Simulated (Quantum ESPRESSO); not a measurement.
# 2H-WSe2, 1 layer, rectangular cell, stepped through strain along the second axis, part 5 of 7

Wanted: a table for 2H-WSe2, 1 layer, rectangular cell against strain along the second axis, and what can be fitted to it.

Quantum ESPRESSO 7.5; plane-wave DFT, PBE, GBRV ultrasoft pseudopotentials.

So far. Step 3 (Relaxation with pw.x, -4 %): The relaxation lowers the energy by 5 meV an atom. Step 6 (Band structure, -4 %): Along this path the valence top lies between Γ and X and the conduction bottom between S and Y.

## Step 7: Relaxing the ions, -3 %

Contents of m1.relax.in:

```
&control
  prefix = 'm1.relax'
  outdir = './out'
  pseudo_dir = './pseudo'
  nstep = 40
  forc_conv_thr = 0.0003
  calculation = 'relax'
  tstress = .true.
/
&system
  ibrav = 0
  nat = 6
  ntyp = 2
  ecutwfc = 50
  ecutrho = 250
  occupations = 'smearing'
  smearing = 'fd'
  degauss = 0.002
/
&electrons
  conv_thr = 1e-09
  mixing_beta = 0.4
  electron_maxstep = 120
  mixing_mode = 'plain'
/
&ions
/
ATOMIC_SPECIES
  Se  78.9710  se_pbe_v1.uspp.F.UPF
  W   183.8400  w_pbe_v1.2.uspp.F.UPF
CELL_PARAMETERS angstrom
  3.31811722800000 0.00000000000000 0.00000000000000
  0.00000000000000 5.57476302957000 0.00000000000000
  0.00000000000000 0.00000000000000 18.74034793400000
ATOMIC_POSITIONS crystal
  Se  0.999999999900 0.333333105300 0.410336045800
  Se  0.500000000000 0.833333114300 0.410336054800
  W   0.000000000000 0.000000387200 0.500000000000
  W   0.500000000000 0.500000507000 0.500000000000
  Se  0.999999999900 0.333333105300 0.589663954200
  Se  0.500000000000 0.833333114300 0.589663945200
K_POINTS automatic
  10 6 1 0 0 0
```

Command:

```console
$ OMP_NUM_THREADS=1 mpirun -n 4 pw.x -nk 4 -in m1.relax.in > m1.relax.out
```

What it wrote:

```text
[banner, memory and clock lines left out]
Program PWSCF v.7.5 starts
[...]
Message from routine setup:
[...]
number of electrons       =        52.00
     number of Kohn-Sham states=           31
     kinetic-energy cutoff     =      50.0000  Ry
     charge density cutoff     =     250.0000  Ry
[...]
number of k points=    24  Fermi-Dirac smearing, width (Ry)=  0.0020
[...]
Dense  grid:   156169 G-vectors     FFT dimensions: (  32,  54, 180)
[...]
negative rho (up, down):  1.309E-01 0.000E+00
     Starting wfcs are   42 randomized atomic wfcs
[...]
negative rho (up, down):  1.340E-01 0.000E+00
[...]
estimated scf accuracy    <       0.16708299 Ry
[...]
negative rho (up, down):  1.355E-01 0.000E+00
[...]
estimated scf accuracy    <       0.05834542 Ry
[...]
negative rho (up, down):  1.377E-01 0.000E+00
[...]
estimated scf accuracy    <       0.02747323 Ry
[...]
negative rho (up, down):  1.394E-01 0.000E+00
[...]
estimated scf accuracy    <       0.00147422 Ry
[...]
negative rho (up, down):  1.395E-01 0.000E+00
[...]
estimated scf accuracy    <       0.00077760 Ry
[...]
negative rho (up, down):  1.395E-01 0.000E+00
[...]
estimated scf accuracy    <       0.00023884 Ry
[...]
negative rho (up, down):  1.395E-01 0.000E+00
[...]
estimated scf accuracy    <       0.00006010 Ry
[...]
negative rho (up, down):  1.395E-01 0.000E+00
[...]
estimated scf accuracy    <       0.00000515 Ry
[...]
negative rho (up, down):  1.395E-01 0.000E+00
[...]
estimated scf accuracy    <       0.00000010 Ry
[...]
negative rho (up, down):  1.395E-01 0.000E+00
[...]
estimated scf accuracy    <       0.00000011 Ry
[...]
negative rho (up, down):  1.394E-01 0.000E+00
[...]
estimated scf accuracy    <          4.6E-09 Ry
[...]
negative rho (up, down):  1.394E-01 0.000E+00
[...]
estimated scf accuracy    <          1.5E-09 Ry
[...]
negative rho (up, down):  1.394E-01 0.000E+00
[...]
the Fermi energy is     1.3206 ev
!    total energy              =    -492.93299663 Ry
     estimated scf accuracy    <          1.0E-10 Ry
     smearing contrib. (-TS)   =      -0.00000000 Ry
     internal energy E=F+TS    =    -492.93299663 Ry
[...]
one-electron contribution =   -1852.09490247 Ry
     hartree contribution      =     927.86376515 Ry
     xc contribution           =    -201.53119483 Ry
     ewald contribution        =     632.82933552 Ry
     convergence has been achieved in  13 iterations
     negative rho (up, down):  1.394E-01 0.000E+00
[...]
Total force =     0.030963     Total SCF correction =     0.000023
[...]
negative rho (up, down):  1.394E-01 0.000E+00
[...]
negative rho (up, down):  1.396E-01 0.000E+00
[...]
negative rho (up, down):  1.396E-01 0.000E+00
[...]
estimated scf accuracy    <       0.00005366 Ry
[...]
negative rho (up, down):  1.396E-01 0.000E+00
[...]
estimated scf accuracy    <       0.00007361 Ry
[...]
negative rho (up, down):  1.396E-01 0.000E+00
[...]
estimated scf accuracy    <       0.00000303 Ry
[...]
negative rho (up, down):  1.396E-01 0.000E+00
[...]
estimated scf accuracy    <       0.00000201 Ry
[...]
negative rho (up, down):  1.396E-01 0.000E+00
[...]
estimated scf accuracy    <       0.00000023 Ry
[...]
negative rho (up, down):  1.396E-01 0.000E+00
[...]
estimated scf accuracy    <       0.00000007 Ry
[...]
negative rho (up, down):  1.396E-01 0.000E+00
[...]
estimated scf accuracy    <          8.7E-09 Ry
[...]
negative rho (up, down):  1.396E-01 0.000E+00
[...]
the Fermi energy is     1.2937 ev
!    total energy              =    -492.93373607 Ry
     estimated scf accuracy    <          8.2E-10 Ry
     smearing contrib. (-TS)   =      -0.00000000 Ry
     internal energy E=F+TS    =    -492.93373607 Ry
[...]
one-electron contribution =   -1848.71850128 Ry
     hartree contribution      =     926.18434264 Ry
     xc contribution           =    -201.50720343 Ry
     ewald contribution        =     631.10762599 Ry
     convergence has been achieved in   8 iterations
     negative rho (up, down):  1.396E-01 0.000E+00
[...]
Total force =     0.017246     Total SCF correction =     0.000059
[...]
negative rho (up, down):  1.396E-01 0.000E+00
[...]
negative rho (up, down):  1.396E-01 0.000E+00
[...]
negative rho (up, down):  1.396E-01 0.000E+00
[...]
estimated scf accuracy    <       0.00006601 Ry
[...]
negative rho (up, down):  1.396E-01 0.000E+00
[...]
estimated scf accuracy    <       0.00010134 Ry
[...]
negative rho (up, down):  1.396E-01 0.000E+00
[...]
estimated scf accuracy    <       0.00000306 Ry
[...]
negative rho (up, down):  1.396E-01 0.000E+00
[...]
estimated scf accuracy    <       0.00000284 Ry
[...]
negative rho (up, down):  1.396E-01 0.000E+00
[...]
estimated scf accuracy    <       0.00000018 Ry
[...]
negative rho (up, down):  1.396E-01 0.000E+00
[...]
estimated scf accuracy    <       0.00000010 Ry
[...]
negative rho (up, down):  1.396E-01 0.000E+00
[...]
estimated scf accuracy    <       0.00000002 Ry
[...]
negative rho (up, down):  1.396E-01 0.000E+00
[...]
estimated scf accuracy    <          2.1E-09 Ry
[...]
negative rho (up, down):  1.396E-01 0.000E+00
[...]
estimated scf accuracy    <          6.1E-10 Ry
[...]
negative rho (up, down):  1.396E-01 0.000E+00
[...]
estimated scf accuracy    <          1.1E-10 Ry
[...]
negative rho (up, down):  1.396E-01 0.000E+00
[...]
the Fermi energy is     1.2639 ev
!    total energy              =    -492.93408165 Ry
     estimated scf accuracy    <          1.8E-11 Ry
     smearing contrib. (-TS)   =      -0.00000000 Ry
     internal energy E=F+TS    =    -492.93408165 Ry
[...]
one-electron contribution =   -1844.86154784 Ry
     hartree contribution      =     924.26593194 Ry
     xc contribution           =    -201.48032198 Ry
     ewald contribution        =     629.14185623 Ry
     convergence has been achieved in  11 iterations
     negative rho (up, down):  1.396E-01 0.000E+00
[...]
Total force =     0.005332     Total SCF correction =     0.000009
[...]
negative rho (up, down):  1.396E-01 0.000E+00
[...]
negative rho (up, down):  1.396E-01 0.000E+00
[...]
negative rho (up, down):  1.396E-01 0.000E+00
[...]
estimated scf accuracy    <       0.00001132 Ry
[...]
negative rho (up, down):  1.396E-01 0.000E+00
[...]
estimated scf accuracy    <       0.00001899 Ry
[...]
negative rho (up, down):  1.396E-01 0.000E+00
[...]
estimated scf accuracy    <       0.00000045 Ry
[...]
negative rho (up, down):  1.396E-01 0.000E+00
[...]
estimated scf accuracy    <       0.00000050 Ry
[...]
negative rho (up, down):  1.396E-01 0.000E+00
[...]
estimated scf accuracy    <       0.00000004 Ry
[...]
negative rho (up, down):  1.396E-01 0.000E+00
[...]
estimated scf accuracy    <       0.00000001 Ry
[...]
negative rho (up, down):  1.396E-01 0.000E+00
[...]
estimated scf accuracy    <          1.4E-09 Ry
[...]
negative rho (up, down):  1.396E-01 0.000E+00
[...]
estimated scf accuracy    <          1.9E-10 Ry
[...]
negative rho (up, down):  1.396E-01 0.000E+00
[...]
estimated scf accuracy    <          3.6E-11 Ry
[...]
negative rho (up, down):  1.396E-01 0.000E+00
[...]
the Fermi energy is     1.2555 ev
!    total energy              =    -492.93411754 Ry
     estimated scf accuracy    <          1.1E-11 Ry
     smearing contrib. (-TS)   =      -0.00000000 Ry
     internal energy E=F+TS    =    -492.93411754 Ry
[...]
one-electron contribution =   -1843.25815670 Ry
     hartree contribution      =     923.46817332 Ry
     xc contribution           =    -201.46931926 Ry
     ewald contribution        =     628.32518510 Ry
     convergence has been achieved in  10 iterations
     negative rho (up, down):  1.396E-01 0.000E+00
[...]
Total force =     0.001967     Total SCF correction =     0.000007
[...]
negative rho (up, down):  1.396E-01 0.000E+00
[...]
negative rho (up, down):  1.396E-01 0.000E+00
[...]
negative rho (up, down):  1.396E-01 0.000E+00
[...]
estimated scf accuracy    <       0.00000035 Ry
[...]
negative rho (up, down):  1.396E-01 0.000E+00
[...]
estimated scf accuracy    <       0.00000047 Ry
[...]
negative rho (up, down):  1.396E-01 0.000E+00
[...]
estimated scf accuracy    <       0.00000002 Ry
[...]
negative rho (up, down):  1.396E-01 0.000E+00
[...]
estimated scf accuracy    <       0.00000001 Ry
[...]
negative rho (up, down):  1.396E-01 0.000E+00
[...]
estimated scf accuracy    <          5.2E-10 Ry
[...]
negative rho (up, down):  1.396E-01 0.000E+00
[...]
estimated scf accuracy    <          1.0E-09 Ry
[...]
negative rho (up, down):  1.396E-01 0.000E+00
[...]
estimated scf accuracy    <          1.2E-10 Ry
[...]
negative rho (up, down):  1.396E-01 0.000E+00
[...]
estimated scf accuracy    <          1.6E-11 Ry
[...]
negative rho (up, down):  1.396E-01 0.000E+00
[...]
the Fermi energy is     1.2559 ev
!    total energy              =    -492.93412072 Ry
     estimated scf accuracy    <          5.5E-12 Ry
     smearing contrib. (-TS)   =      -0.00000000 Ry
     internal energy E=F+TS    =    -492.93412072 Ry
[...]
one-electron contribution =   -1842.98094590 Ry
     hartree contribution      =     923.33028339 Ry
     xc contribution           =    -201.46746841 Ry
     ewald contribution        =     628.18401020 Ry
     convergence has been achieved in   9 iterations
     negative rho (up, down):  1.396E-01 0.000E+00
[...]
Total force =     0.000839     Total SCF correction =     0.000005
[...]
negative rho (up, down):  1.396E-01 0.000E+00
[...]
negative rho (up, down):  1.396E-01 0.000E+00
[...]
negative rho (up, down):  1.396E-01 0.000E+00
[...]
estimated scf accuracy    <       0.00000004 Ry
[...]
negative rho (up, down):  1.396E-01 0.000E+00
[...]
estimated scf accuracy    <       0.00000001 Ry
[...]
negative rho (up, down):  1.396E-01 0.000E+00
[...]
estimated scf accuracy    <       0.00000001 Ry
[...]
negative rho (up, down):  1.396E-01 0.000E+00
[...]
estimated scf accuracy    <          3.3E-10 Ry
[...]
negative rho (up, down):  1.396E-01 0.000E+00
[...]
estimated scf accuracy    <          6.8E-10 Ry
[...]
negative rho (up, down):  1.396E-01 0.000E+00
[...]
estimated scf accuracy    <          6.7E-11 Ry
[...]
negative rho (up, down):  1.396E-01 0.000E+00
[...]
the Fermi energy is     1.2571 ev
!    total energy              =    -492.93412133 Ry
     estimated scf accuracy    <          5.7E-12 Ry
     smearing contrib. (-TS)   =      -0.00000000 Ry
     internal energy E=F+TS    =    -492.93412133 Ry
[...]
one-electron contribution =   -1842.93462961 Ry
     hartree contribution      =     923.30725718 Ry
     xc contribution           =    -201.46718675 Ry
     ewald contribution        =     628.16043785 Ry
     convergence has been achieved in   7 iterations
     negative rho (up, down):  1.396E-01 0.000E+00
[...]
Total force =     0.000085     Total SCF correction =     0.000004
[...]
negative rho (up, down):  1.396E-01 0.000E+00
[...]
```

Elapsed: 6.9 min, on 4 MPI ranks of Arm Neoverse V1, shared host; peak memory 1.7 GiB.

Relaxation path:

```
step  energy less that of the first step (eV)  largest force (eV/Å)
   1                                   0.0000                0.3566
   2                                  -0.0101                0.2119
   3                                  -0.0148                0.0675
   4                                  -0.0153                0.0267
   5                                  -0.0153                0.0124
   6                                  -0.0153                0.0010
```

The atoms that moved most (Å):

```
atom     dx      dy      dz  length
 Se2  0.000   0.004  -0.019   0.019
 Se6  0.000   0.004   0.019   0.019
 Se5  0.000   0.004   0.019   0.019
 Se1  0.000   0.004  -0.019   0.019
  W3  0.000  -0.008   0.000   0.008
  W4  0.000  -0.008   0.000   0.008
```

The relaxed structure:

```xyz
6
Lattice="3.3181 0.0000 0.0000 0.0000 5.5748 0.0000 0.0000 0.0000 18.7403" Properties=species:S:1:pos:R:3
Se    3.3181    1.8623    7.6712
Se    1.6591    4.6497    7.6712
W     0.0000   -0.0081    9.3702
W     1.6591    2.7793    9.3702
Se    3.3181    1.8623   11.0692
Se    1.6591    4.6497   11.0692
```

The relaxation lowers the energy by 3 meV an atom.

Numbers from this step:

```
free energy  : -6706.7104 eV
Fermi energy : 1.257 eV
```

## Step 8: Self-consistent run, -3 %

Contents of m1.scf.in:

```
&control
  prefix = 'm1.scf'
  outdir = './out'
  pseudo_dir = './pseudo'
  calculation = 'scf'
  tprnfor = .true.
/
&system
  ibrav = 0
  nat = 6
  ntyp = 2
  ecutwfc = 40
  ecutrho = 200
  occupations = 'smearing'
  smearing = 'fd'
  degauss = 0.002
  nbnd = 30
/
&electrons
  conv_thr = 1e-09
  mixing_beta = 0.4
  electron_maxstep = 120
  mixing_mode = 'plain'
/
ATOMIC_SPECIES
  Se  78.9710  se_pbe_v1.uspp.F.UPF
  W   183.8400  w_pbe_v1.2.uspp.F.UPF
CELL_PARAMETERS angstrom
  3.31811722800000 0.00000000000000 0.00000000000000
  0.00000000000000 5.57476302957000 0.00000000000000
  0.00000000000000 0.00000000000000 18.74034793400000
ATOMIC_POSITIONS crystal
  Se  0.999999999900 0.334058954700 0.409338995400
  Se  0.500000000000 0.834058866900 0.409338889700
  W   0.000000000000 -0.001451297800 0.500000000000
  W   0.500000000000 0.498548987800 0.500000000000
  Se  0.999999999900 0.334058954700 0.590661004600
  Se  0.500000000000 0.834058866900 0.590661110300
K_POINTS automatic
  10 6 1 0 0 0
```

Command:

```console
$ OMP_NUM_THREADS=1 mpirun -n 4 pw.x -nk 4 -in m1.scf.in > m1.scf.out
```

What it wrote:

```text
[banner, memory and clock lines left out]
Program PWSCF v.7.5 starts
[...]
Message from routine setup:
[...]
number of electrons       =        52.00
     number of Kohn-Sham states=           30
     kinetic-energy cutoff     =      40.0000  Ry
     charge density cutoff     =     200.0000  Ry
[...]
number of k points=    24  Fermi-Dirac smearing, width (Ry)=  0.0020
[...]
Dense  grid:   111753 G-vectors     FFT dimensions: (  30,  48, 160)
[...]
negative rho (up, down):  1.334E-01 0.000E+00
     Starting wfcs are   42 randomized atomic wfcs
[...]
negative rho (up, down):  1.357E-01 0.000E+00
[...]
estimated scf accuracy    <       0.16836228 Ry
[...]
negative rho (up, down):  1.368E-01 0.000E+00
[...]
estimated scf accuracy    <       0.05601291 Ry
[...]
negative rho (up, down):  1.387E-01 0.000E+00
[...]
estimated scf accuracy    <       0.02590918 Ry
[...]
negative rho (up, down):  1.401E-01 0.000E+00
[...]
estimated scf accuracy    <       0.00147850 Ry
[...]
negative rho (up, down):  1.402E-01 0.000E+00
[...]
estimated scf accuracy    <       0.00107509 Ry
[...]
negative rho (up, down):  1.402E-01 0.000E+00
[...]
estimated scf accuracy    <       0.00002022 Ry
[...]
negative rho (up, down):  1.402E-01 0.000E+00
[...]
estimated scf accuracy    <       0.00005988 Ry
[...]
negative rho (up, down):  1.402E-01 0.000E+00
[...]
estimated scf accuracy    <       0.00002860 Ry
[...]
negative rho (up, down):  1.402E-01 0.000E+00
[...]
estimated scf accuracy    <       0.00000060 Ry
[...]
negative rho (up, down):  1.402E-01 0.000E+00
[...]
estimated scf accuracy    <       0.00000187 Ry
[...]
negative rho (up, down):  1.402E-01 0.000E+00
[...]
estimated scf accuracy    <       0.00000030 Ry
[...]
negative rho (up, down):  1.402E-01 0.000E+00
[...]
estimated scf accuracy    <       0.00000003 Ry
[...]
negative rho (up, down):  1.402E-01 0.000E+00
[...]
estimated scf accuracy    <          4.0E-09 Ry
[...]
negative rho (up, down):  1.402E-01 0.000E+00
[...]
the Fermi energy is     1.2813 ev
!    total energy              =    -492.92358041 Ry
     estimated scf accuracy    <          6.5E-10 Ry
     smearing contrib. (-TS)   =      -0.00000000 Ry
     internal energy E=F+TS    =    -492.92358041 Ry
[...]
one-electron contribution =   -1842.89850672 Ry
     hartree contribution      =     923.28412128 Ry
     xc contribution           =    -201.46963266 Ry
     ewald contribution        =     628.16043768 Ry
     convergence has been achieved in  14 iterations
     negative rho (up, down):  1.402E-01 0.000E+00
[...]
Total force =     0.000293     Total SCF correction =     0.000051
[...]
```

It took 69 s on 4 MPI ranks; peak memory 1.1 GiB; 4.6 min of CPU time.

This step gave:

* free energy: -6706.5670 eV
* Fermi energy: 1.281 eV
* valence top, on the run's zero: 0.4961 eV
* conduction bottom, on the run's zero: 2.131 eV
* gap by band count: 1.635 eV

[end of part 5 of 7]

[Logs are printed without paths, hosts, clocks, repeated set-up lines and the standing remarks that a program may print on its own settings, such as how far it seeks lower states.]

[Hosts, paths, dates, database ids (printed as entryN), source tags and the programs' standing remarks are cut or masked in the printed files.]

[Maps of the electrostatic potential energy from Ansatz leave out the sawtooth potential of an applied field or a dipole correction, so their vacuum need not be flat; planar profiles and work functions include it.]
